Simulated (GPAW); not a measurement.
## Magnetic state of Fe2 on Mo4 110 from several starts

Aim: find out whether Fe2 on Mo4 110 carries moments, and which collinear order costs least.

Calculated with GPAW 26.7.0; PBE; plane waves with GPAW's PAW setups, scalar-relativistic.

## Step 1: The starting structure

The cell holds 6 atoms: 4 Mo and 2 Fe. Its edges and angles: a = 2.725 Å, b = 2.725 Å, c = 22.314 Å, α = 90.0°, β = 90.0°, γ = 109.5°. ideal sites on the substrate's mesh, layer spacings from atomic volumes, unrelaxed, 12 A of vacuum. Vacuum lies along c.

## Step 2: Start 1: ferro ++

Parallel moments need no larger cell; this start tests for a ferromagnetic state only.

Input file order1.py:

```python
import json
import numpy as np
from ase import Atoms
from ase.parallel import paropen, parprint
from gpaw import GPAW

atoms = Atoms(['Mo', 'Mo', 'Mo', 'Mo', 'Fe', 'Fe'],
    cell=[[1.5735, -2.225265, 0.0],
         [1.5735, 2.225265, 0.0],
         [0.0, 0.0, 22.314285]],
    scaled_positions=[[0.0, 0.0, 0.268886],
         [0.5, 0.5, 0.368589],
         [0.0, 0.0, 0.468291],
         [0.5, 0.5, 0.567994],
         [0.0, 0.0, 0.655601],
         [0.5, 0.5, 0.731114]],
    pbc=True,
    magmoms=[0.0, 0.0, 0.0, 0.0, 2.6, 2.6])
atoms.calc = GPAW(mode={'name': 'pw', 'ecut': 450},
    xc='PBE',
    kpts={'size': (18, 18, 1), 'gamma': True},
    occupations={'name': 'fermi-dirac', 'width': 0.05},
    convergence={'density': 1e-05, 'energy': 1e-05},
    maxiter=200,
    mixer={'name': 'pulay', 'beta': 0.03, 'nmaxold': 8, 'weight': 100},
    symmetry={'tolerance': 1e-4},
    txt='order1.txt')
e = atoms.get_potential_energy(force_consistent=True)
res = {'free_energy': e, 'energy_sigma0': atoms.get_potential_energy(), 'fermi_energy': atoms.calc.get_fermi_level()}
res['moments'] = atoms.get_magnetic_moments().tolist()
res['total'] = atoms.get_magnetic_moment()
parprint('site moments (muB):', np.round(res['moments'], 3))
parprint(f"total moment: {res['total']:.3f} muB")
parprint(f'free energy: {e:.6f} eV')
atoms.calc.write('order1.gpw')
with paropen('results.json', 'w') as f:
    json.dump(res, f)
```

The run is started by

```sh
$ OMP_NUM_THREADS=1 mpirun -n 4 gpaw python order1.py > order1.log
```

Numbers of over 12 decimals in the logs are rounded to 6 here.

Log:

```text
site moments (muB): [ 0.    -0.006  0.004 -0.127  2.144  2.788]
total moment: 4.862 muB
free energy: -60.438438 eV

--- order1.txt ---
Input parameters:
  mode=PW(ecut=450),
  convergence={'density': 1e-05, 'energy': 1e-05},
  kpts=MonkhorstPack(size=(18, 18, 1), gamma=True),
  maxiter=200,
  mixer=Pulay(name='pulay', nmaxold=8, beta=0.03, weight=100, sigma=0.015, g_ss=None),
  occupations=Occupations(name='fermi-dirac', width=0.05),
  symmetry=Symmetry(tolerance=0.0001),
  xc=XC(name='PBE')

Diagonalizing LCAO Hamiltonian
Converting LCAO to pw mode

           Fe

       Fe

           Mo

       Mo

           Mo

       Mo

Atoms  # Å, Bohr magnetons
|   | symbol |        x |        y |         z |    initial magnetic moments |
|---|--------|----------|----------|-----------|-----------------------------|
| 0 |     Mo | 0.000000 | 0.000000 |  5.999999 | ( 0.0000,  0.0000,  0.0000) |
| 1 |     Mo | 1.573500 | 0.000000 |  8.224800 | ( 0.0000,  0.0000,  0.0000) |
| 2 |     Mo | 0.000000 | 0.000000 | 10.449579 | ( 0.0000,  0.0000,  0.0000) |
| 3 |     Mo | 1.573500 | 0.000000 | 12.674380 | ( 0.0000,  0.0000,  0.0000) |
| 4 |     Fe | 0.000000 | 0.000000 | 14.629268 | ( 0.0000,  0.0000,  2.6000) |
| 5 |     Fe | 1.573500 | 0.000000 | 16.314286 | ( 0.0000,  0.0000,  2.6000) |

Unit cell  # Å
| periodic |        x |         y |         z |   lengths |     angles |
|----------|----------|-----------|-----------|-----------|------------|
|      yes | 1.573500 | -2.225265 |  0.000000 |  2.725382 |  90.000000 |
|      yes | 1.573500 |  2.225265 |  0.000000 |  2.725382 |  90.000000 |
|      yes | 0.000000 |  0.000000 | 22.314285 | 22.314285 | 109.471220 |

Number of symmetries: 4

BZ-sampling:
  Number of BZ points: 324
  Number of IBZ points: 91

  Monkhorst-Pack size: [18, 18, 1]
  Monkhorst-Pack shift: [0.027778, 0.027778, 0.0]

K-points  # in reciprocal-cell coordinates
|     |                                coordinates |     weight |
|-----|--------------------------------------------|------------|
|   0 | ( -0.00000000,  -0.00000000,   0.00000000) | 0.00308642 |
|   1 | (  0.05555556,  -0.05555556,   0.00000000) | 0.00617284 |
|   2 | (  0.05555556,  -0.00000000,   0.00000000) | 0.01234568 |
|   3 | (  0.05555556,   0.05555556,   0.00000000) | 0.00617284 |
|   4 | (  0.11111111,  -0.11111111,   0.00000000) | 0.00617284 |
|   5 | (  0.11111111,  -0.05555556,   0.00000000) | 0.01234568 |
|   6 | (  0.11111111,  -0.00000000,   0.00000000) | 0.01234568 |
|   7 | (  0.11111111,   0.05555556,   0.00000000) | 0.01234568 |
|   8 | (  0.11111111,   0.11111111,   0.00000000) | 0.00617284 |
|   9 | (  0.16666667,  -0.16666667,   0.00000000) | 0.00617284 |
| ... |                                            |            |
|  90 | (  0.50000000,   0.50000000,   0.00000000) | 0.00308642 |

Plane wave coefficients: 3438
Cutoff: 450.000000 eV

Spin-components: 2 (collinear spins)
Bands:           51
Projectors:      36
Spin-degeneracy: 1
Datatype:        complex128

Parallelization:
  kpt:    4
  domain: 1
  band:   1

Density:
  Valence electrons: 72.0
  Components: 2
  Grid points: [ 14  14 112]
  Charge: 0.0  # |e|

Potential:
  Grid points: [ 14  14 112]

species:
  Mo:
    name:    Molybdenum
    Z:       42.0
    valence: 14
    core:    28
    charge:  0.0  # [|e|]
    compensation charges:
      type: gauss
      rc: 0.38  # [Å]
      lmax: 2
    cutoffs:
      filter: 2.16  # [Å]
      core: 1.42  # [Å]
    projectors
    | kind |    occ | energy [eV] | rcut [Å] |
    |------|--------|-------------|----------|
    |   4s |  2.000 |     -64.307 |    1.238 |
    |   5s |  1.000 |      -4.084 |    1.238 |
    |   4p |  6.000 |     -38.491 |    1.296 |
    |   5p |  0.000 |      -1.044 |    1.296 |
    |   4d |  5.000 |      -3.754 |    1.296 |
    |    d |        |      23.458 |    1.296 |

    Using partial waves for Mo as LCAO basis

  Fe:
    name:    Iron
    Z:       26.0
    valence: 8
    core:    18
    charge:  0.0  # [|e|]
    compensation charges:
      type: gauss
      rc: 0.33  # [Å]
      lmax: 2
    cutoffs:
      filter: 2.06  # [Å]
      core: 2.67  # [Å]
    projectors
    | kind |    occ | energy [eV] | rcut [Å] |
    |------|--------|-------------|----------|
    |   4s |  2.000 |      -5.291 |    1.164 |
    |   4p |  0.000 |      -1.326 |    1.058 |
    |   3d |  6.000 |      -7.505 |    1.058 |
    |    s |        |      21.920 |    1.164 |
    |    p |        |      25.885 |    1.058 |
    |    d |        |      19.706 |    1.058 |

    Using partial waves for Fe as LCAO basis

Reference energy: -509775.199726  # eV

eigensolver:
  PPCG
  Converge bands: occupied
  niter=2

density mixing:
  Pulay-Mixer
  Linear mixing parameters: 0.03
  Old densities: 8
  Fourier metric: weight=100, sigma=0.015

occupation numbers:
  Fermi-Dirac:
    width: 0.0500  # eV

poisson solver:
  ecut: 3600.000000  # eV

xc functional:
  name: PBE with 2 nearest neighbor stencil

convergence criteria:
- Maximum integral of absolute [dens]ity change: 1e-05 electrons / valence electron
- Maximum [total energy] change in last 3 cyles: 1e-05 eV / valence electron
- Maximum integral of absolute [eigenst]ate change: 4e-08 eV^2 / valence electron
maximum number of iterations: 200

SCF iterations
|iter     |      energy | eigst |  dens |  magmom |
|---------|-------------|-------|-------|---------|
|iter:   1|       0s |  -67.222973 | +0.48 |       |  +5.2106|
|iter:   2|      13s |  -83.408231 | -0.59 | -0.78 |  +5.1483|
|iter:   3|      26s |  -64.206268 | -1.08 | -0.54 |  +5.1323|
|iter:   4|      39s |  -63.302354 | -2.03 | -0.94 |  +5.0987|
|iter:   5|      52s |  -62.511236 | -2.08 | -1.00 |  +5.0692|
|iter:   6|      65s |  -60.745516 | -0.91 | -1.05 |  +4.9441|
|iter:   7|      78s |  -60.487032 | -1.87 | -1.31 |  +4.9256|
|iter:   8|      91s |  -60.382016 | -2.37 | -1.41 |  +4.9047|
|iter:   9|     104s |  -60.345935 | -2.55 | -1.52 |  +4.8882|
|iter:  10|     117s |  -60.344808 | -2.78 | -1.62 |  +4.8767|
[... 25 iterations left out ...]
|iter:  36|     435s |  -60.418536c| -7.57c| -4.22 |  +4.8615|
|iter:  37|     444s |  -60.418537c| -7.49c| -4.28 |  +4.8619|
|iter:  38|     450s |  -60.418538c| -7.63c| -4.46 |  +4.8622|
|iter:  39|     456s |  -60.418538c| -7.89c| -4.62 |  +4.8622|
|iter:  40|     462s |  -60.418537c| -8.16c| -4.68 |  +4.8622|
|iter:  41|     467s |  -60.418538c| -8.37c| -4.77 |  +4.8622|
|iter:  42|     473s |  -60.418537c| -8.34c| -4.82 |  +4.8622|
|iter:  43|     479s |  -60.418537c| -8.70c| -4.91 |  +4.8622|
|iter:  44|     485s |  -60.418538c| -8.78c| -4.97 |  +4.8623|
|iter:  45|     491s |  -60.418538c| -9.11c| -5.02c|  +4.8623|

Converged in 45 steps
Energy contributions relative to reference atoms: (reference = -509775.199726)

Energy contributions:
  Kinetic:         -37.754186
  Coulomb:          18.154944
  Zero:             -0.778825
  External:          0.000000
  Xc:              -40.020571
  Entropy:          -0.039800
  Spinorbit:         0.000000
  ----------------------------
  Free energy:     -60.438438
  Extrapolated:    -60.418538

dipole moment: (-31.228327, -0.000000, 0.043957)  # |e|*Ang

Total magnetic moment: (0.000000, 0.000000, 4.862267)

Local magnetic moments
|        x |        y |         z |
|----------|----------|-----------|
| 0.000000 | 0.000000 |  0.000498 |  # Mo   0
| 0.000000 | 0.000000 | -0.006315 |  # Mo   1
| 0.000000 | 0.000000 |  0.003790 |  # Mo   2
| 0.000000 | 0.000000 | -0.126745 |  # Mo   3
| 0.000000 | 0.000000 |  2.144139 |  # Fe   4
| 0.000000 | 0.000000 |  2.788404 |  # Fe   5

Fermi level: 5.025
Eigenvalues  # (at kpt = [-0.000, -0.000, 0.000])
| band index |      eig [eV] | occ [0-1] |      eig [eV] | occ [0-1] |
|------------|---------------|-----------|---------------|-----------|
|          0 |       -56.295 |     1.000 |       -56.300 |     1.000 |
|        ... |               |           |               |           |
|         29 |         3.170 |     1.000 |         3.870 |     1.000 |
|         30 |         3.207 |     1.000 |         4.192 |     1.000 |
|         31 |         3.407 |     1.000 |         4.313 |     1.000 |
|         32 |         3.480 |     1.000 |         4.762 |     0.995 |
|         33 |         3.556 |     1.000 |         4.811 |     0.986 |
|         34 |         3.636 |     1.000 |         5.199 |     0.030 |
|         35 |         3.742 |     1.000 |         5.430 |     0.000 |
|         36 |         3.910 |     1.000 |         5.752 |     0.000 |
|         37 |         4.028 |     1.000 |         5.862 |     0.000 |
|         38 |         4.431 |     1.000 |         6.045 |     0.000 |
|         39 |         4.510 |     1.000 |         6.117 |     0.000 |
|         40 |         5.728 |     0.000 |         6.330 |     0.000 |
|         41 |         5.745 |     0.000 |         6.341 |     0.000 |
|         42 |         6.215 |     0.000 |         6.460 |     0.000 |
|         43 |         6.370 |     0.000 |         6.549 |     0.000 |
|         44 |         6.608 |     0.000 |         6.671 |     0.000 |
|        ... |               |           |               |           |
|         50 |         7.470 |     0.000 |         7.304 |     0.000 |

No gap
No difference between direct/indirect transitions
```

Wall time 8.5 min (4 MPI ranks of Arm Neoverse V1, shared host); peak memory 1.4 GiB; 34 min of CPU time.

Spin moment in the augmentation sphere by atom:

| atom | spin moment in the augmentation sphere (μB) |
| --- | --- |
| Mo1 | 0.00 |
| Mo2 | -0.01 |
| Mo3 | 0.00 |
| Mo4 | -0.13 |
| Fe5 | 2.14 |
| Fe6 | 2.79 |

Read from the output:

* magnetization: 4.862 μB
* final state: ferromagnetic

After 45 cycles the largest moment stands at 2.79 μB.

## Step 3: Run 2 (antiferro +-)

Reversing part of the moments tests the sign of the couplings between them.

order2.py is the script of step 2 with these lines changed:

```diff
@@ -17,3 +17,3 @@
     pbc=True,
-    magmoms=[0.0, 0.0, 0.0, 0.0, 2.6, 2.6])
+    magmoms=[0.0, 0.0, 0.0, 0.0, 2.6, -2.6])
 atoms.calc = GPAW(mode={'name': 'pw', 'ecut': 450},
@@ -26,3 +26,3 @@
     symmetry={'tolerance': 1e-4},
-    txt='order1.txt')
+    txt='order2.txt')
 e = atoms.get_potential_energy(force_consistent=True)
@@ -34,3 +34,3 @@
 parprint(f'free energy: {e:.6f} eV')
-atoms.calc.write('order1.gpw')
+atoms.calc.write('order2.gpw')
 with paropen('results.json', 'w') as f:
```

The run is started by

```sh
$ OMP_NUM_THREADS=1 mpirun -n 4 gpaw python order2.py > order2.log
```

Log:

```text
site moments (muB): [-0.017 -0.003 -0.028 -0.076  1.646 -2.633]
total moment: -1.226 muB
free energy: -59.950481 eV

--- order2.txt ---
Input parameters:
  mode=PW(ecut=450),
  convergence={'density': 1e-05, 'energy': 1e-05},
  kpts=MonkhorstPack(size=(18, 18, 1), gamma=True),
  maxiter=200,
  mixer=Pulay(name='pulay', nmaxold=8, beta=0.03, weight=100, sigma=0.015, g_ss=None),
  occupations=Occupations(name='fermi-dirac', width=0.05),
  symmetry=Symmetry(tolerance=0.0001),
  xc=XC(name='PBE')

Diagonalizing LCAO Hamiltonian
Converting LCAO to pw mode

           Fe

       Fe

           Mo

       Mo

           Mo

       Mo

Atoms  # Å, Bohr magnetons
|   | symbol |        x |        y |         z |    initial magnetic moments |
|---|--------|----------|----------|-----------|-----------------------------|
| 0 |     Mo | 0.000000 | 0.000000 |  5.999999 | ( 0.0000,  0.0000,  0.0000) |
| 1 |     Mo | 1.573500 | 0.000000 |  8.224800 | ( 0.0000,  0.0000,  0.0000) |
| 2 |     Mo | 0.000000 | 0.000000 | 10.449579 | ( 0.0000,  0.0000,  0.0000) |
| 3 |     Mo | 1.573500 | 0.000000 | 12.674380 | ( 0.0000,  0.0000,  0.0000) |
| 4 |     Fe | 0.000000 | 0.000000 | 14.629268 | ( 0.0000,  0.0000,  2.6000) |
| 5 |     Fe | 1.573500 | 0.000000 | 16.314286 | ( 0.0000,  0.0000, -2.6000) |

Unit cell  # Å
| periodic |        x |         y |         z |   lengths |     angles |
|----------|----------|-----------|-----------|-----------|------------|
|      yes | 1.573500 | -2.225265 |  0.000000 |  2.725382 |  90.000000 |
|      yes | 1.573500 |  2.225265 |  0.000000 |  2.725382 |  90.000000 |
|      yes | 0.000000 |  0.000000 | 22.314285 | 22.314285 | 109.471220 |

Number of symmetries: 4

BZ-sampling:
  Number of BZ points: 324
  Number of IBZ points: 91

  Monkhorst-Pack size: [18, 18, 1]
  Monkhorst-Pack shift: [0.027778, 0.027778, 0.0]

Plane wave coefficients: 3438
Cutoff: 450.000000 eV

Spin-components: 2 (collinear spins)
Bands:           48
Projectors:      36
Spin-degeneracy: 1
Datatype:        complex128

Parallelization:
  kpt:    4
  domain: 1
  band:   1

Density:
  Valence electrons: 72.0
  Components: 2
  Grid points: [ 14  14 112]
  Charge: 0.0  # |e|

Potential:
  Grid points: [ 14  14 112]

[... setups left out ...]
Reference energy: -509775.199726  # eV

eigensolver:
  PPCG
  Converge bands: occupied
  niter=2

density mixing:
  Pulay-Mixer
  Linear mixing parameters: 0.03
  Old densities: 8
  Fourier metric: weight=100, sigma=0.015

occupation numbers:
  Fermi-Dirac:
    width: 0.0500  # eV

poisson solver:
  ecut: 3600.000000  # eV

xc functional:
  name: PBE with 2 nearest neighbor stencil

convergence criteria:
- Maximum integral of absolute [dens]ity change: 1e-05 electrons / valence electron
- Maximum [total energy] change in last 3 cyles: 1e-05 eV / valence electron
- Maximum integral of absolute [eigenst]ate change: 4e-08 eV^2 / valence electron
maximum number of iterations: 200

SCF iterations
|iter     |      energy | eigst |  dens |  magmom |
|---------|-------------|-------|-------|---------|
|iter:   1|       0s |  -66.803136 | +0.48 |       |  +0.0000|
|iter:   2|      12s |  -91.817181 | -0.02 | -0.75 |  -0.0310|
|iter:   3|      23s |  -63.341811 | -0.71 | -0.52 |  -0.0274|
|iter:   4|      35s |  -62.823229 | -1.77 | -0.97 |  -0.0477|
|iter:   5|      47s |  -62.205312 | -2.08 | -1.00 |  -0.0784|
|iter:   6|      59s |  -60.294694 | -0.86 | -1.04 |  -0.2338|
|iter:   7|      70s |  -60.010467 | -1.62 | -1.32 |  -0.2893|
|iter:   8|      82s |  -59.891181 | -2.06 | -1.45 |  -0.3366|
|iter:   9|      93s |  -59.876139 | -2.35 | -1.54 |  -0.3920|
|iter:  10|     105s |  -59.869179 | -1.96 | -1.67 |  -0.4274|
[... 49 iterations left out ...]
|iter:  60|     693s |  -59.922028c| -7.59c| -4.46 |  -1.2274|
|iter:  61|     700s |  -59.922026c| -7.60c| -4.60 |  -1.2280|
|iter:  62|     705s |  -59.922026c| -8.27c| -4.65 |  -1.2282|
|iter:  63|     711s |  -59.922026c| -8.35c| -4.68 |  -1.2280|
|iter:  64|     716s |  -59.922026c| -7.99c| -4.72 |  -1.2281|
|iter:  65|     722s |  -59.922026c| -8.19c| -4.80 |  -1.2280|
|iter:  66|     728s |  -59.922027c| -8.28c| -4.82 |  -1.2276|
|iter:  67|     733s |  -59.922028c| -8.26c| -4.87 |  -1.2272|
|iter:  68|     739s |  -59.922029c| -7.57c| -4.93 |  -1.2260|
|iter:  69|     745s |  -59.922029c| -7.75c| -5.20c|  -1.2259|

Converged in 69 steps
Energy contributions relative to reference atoms: (reference = -509775.199726)

Energy contributions:
  Kinetic:         -42.409377
  Coulomb:          21.999617
  Zero:             -0.773110
  External:          0.000000
  Xc:              -38.710706
  Entropy:          -0.056905
  Spinorbit:         0.000000
  ----------------------------
  Free energy:     -59.950481
  Extrapolated:    -59.922029

dipole moment: (-31.242596, 0.000000, 0.027439)  # |e|*Ang

Total magnetic moment: (0.000000, 0.000000, -1.225932)

Local magnetic moments
|        x |        y |         z |
|----------|----------|-----------|
| 0.000000 | 0.000000 | -0.017357 |  # Mo   0
| 0.000000 | 0.000000 | -0.002987 |  # Mo   1
| 0.000000 | 0.000000 | -0.028151 |  # Mo   2
| 0.000000 | 0.000000 | -0.075598 |  # Mo   3
| 0.000000 | 0.000000 |  1.645579 |  # Fe   4
| 0.000000 | 0.000000 | -2.633322 |  # Fe   5

Fermi level: 4.997
Eigenvalues  # (at kpt = [-0.000, -0.000, 0.000])
| band index |      eig [eV] | occ [0-1] |      eig [eV] | occ [0-1] |
|------------|---------------|-----------|---------------|-----------|
|          0 |       -56.314 |     1.000 |       -56.322 |     1.000 |
|        ... |               |           |               |           |
|         29 |         3.503 |     1.000 |         3.127 |     1.000 |
|         30 |         3.566 |     1.000 |         3.422 |     1.000 |
|         31 |         3.607 |     1.000 |         3.549 |     1.000 |
|         32 |         3.915 |     1.000 |         3.619 |     1.000 |
|         33 |         4.186 |     1.000 |         3.944 |     1.000 |
|         34 |         4.436 |     1.000 |         4.187 |     1.000 |
|         35 |         4.475 |     1.000 |         4.204 |     1.000 |
|         36 |         5.214 |     0.013 |         4.675 |     0.998 |
|         37 |         5.357 |     0.001 |         4.717 |     0.996 |
|         38 |         5.732 |     0.000 |         5.483 |     0.000 |
|         39 |         6.005 |     0.000 |         5.573 |     0.000 |
|         40 |         6.022 |     0.000 |         5.734 |     0.000 |
|         41 |         6.132 |     0.000 |         5.928 |     0.000 |
|         42 |         6.245 |     0.000 |         6.211 |     0.000 |
|         43 |         6.367 |     0.000 |         6.376 |     0.000 |
|         44 |         6.605 |     0.000 |         6.609 |     0.000 |
|        ... |               |           |               |           |
|         47 |         6.829 |     0.000 |         6.779 |     0.000 |

No gap
No difference between direct/indirect transitions
```

Run time: 13 min. Hardware: 4 MPI ranks; peak memory 1.4 GiB.

Spin moment in the augmentation sphere by atom:

| atom | spin moment in the augmentation sphere (μB) |
| --- | --- |
| Mo1 | -0.02 |
| Mo2 | 0.00 |
| Mo3 | -0.03 |
| Mo4 | -0.08 |
| Fe5 | 1.65 |
| Fe6 | -2.63 |

Numbers from this step:

```
magnetization : -1.226 μB
final state   : ferrimagnetic
```

It lies 244 meV a seeded atom over the first start, and its largest moment is 2.63 μB against 2.79 μB.

## Step 4: Ranking

These are free energies at a smearing of 0.05 eV, so its entropy term is in the differences. They are divided by the number of seeded atoms, so that cells of unlike size compare.

Orders:

| start | final state | typed order kept | energy over the lowest (meV a seeded atom) | largest site moment (μB) | net moment (μB a primitive cell) | mesh matched | CPU time (s) |
| --- | --- | --- | --- | --- | --- | --- | --- |
| ferro ++ | ferromagnetic | yes | 0 | 2.788 | 4.862 | yes | 2047 |
| antiferro +- | ferrimagnetic | yes | 244 | 2.633 | 1.226 | yes | 3062 |

## Step 5: Outcome

| Property | Result |
| --- | --- |
| lowest state found | ferromagnetic (typed ferro ++) |
| largest site moment | 2.79 μB |
| next state | ferrimagnetic, 244 meV a seeded atom higher |

**Reading.** The lowest state found is ferromagnetic, reached from the start ferro ++, with moments up to 2.79 μB. The next state costs 244 meV a seeded atom. This is the lowest of 2 finished starts, no proof of the ground state.

[Logs and program files are shortened in this print: banners, set-up blocks, solver, clock and traceback lines can be left out without a mark of their own.]

[Logs are printed without paths, hosts, clocks, repeated set-up lines and the standing remarks that a program may print on its own settings, such as how far it seeks lower states.]

[Hosts, paths, dates, database ids (printed as entryN), source tags and the programs' standing remarks are cut or masked in the printed files.]

[Where a cell is said to come from a database of computed structures, the database is the Materials Project.]
